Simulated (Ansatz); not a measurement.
Crystal: GaSb.

```
Sb Ga
1.0
     0.00000    3.05900    3.05900
     3.05900    0.00000    3.05900
     3.05900    3.05900    0.00000
Sb Ga
1 1
Cartesian
  4.5885 4.5885 4.5885
  0.0000 0.0000 0.0000
```

* Program: Ansatz 0.2.0
* Task: relaxation of cell and atoms
* Functional: revPBE
* Potentials or basis: all-electron LAPW, scalar-relativistic
* Basis error allowed: 0.001 eV/atom
* k mesh: 8 × 8 × 8
* Occupations: fermi-dirac, width 0.05 eV
* Spin: no spin polarisation

At the start: volume 28.62 Å³/atom.

How do energy, volume and symmetry change on relaxing?

Over 5 steps the energy falls by 21.4 meV/atom and the volume is 30.74 Å³/atom (+7.4 %); space group F-43m (No. 216, to 0.05 Å).

The path:
```csv
step,energy change (eV),largest force (eV/Å),volume (Å³)
1,0.0000,0.0000,57.25
2,-0.0407,0.0000,62.52
3,-0.0429,0.0000,61.60
4,-0.0429,0.0000,61.48
5,-0.0429,0.0000,61.48
```

Final structure:
```
Sb Ga
1.0
     0.00000    3.13251    3.13251
     3.13251    0.00000    3.13251
     3.13251    3.13251    0.00000
Sb Ga
1 1
Direct
  0.75000 0.75000 0.75000
  0.00000 0.00000 0.00000
```
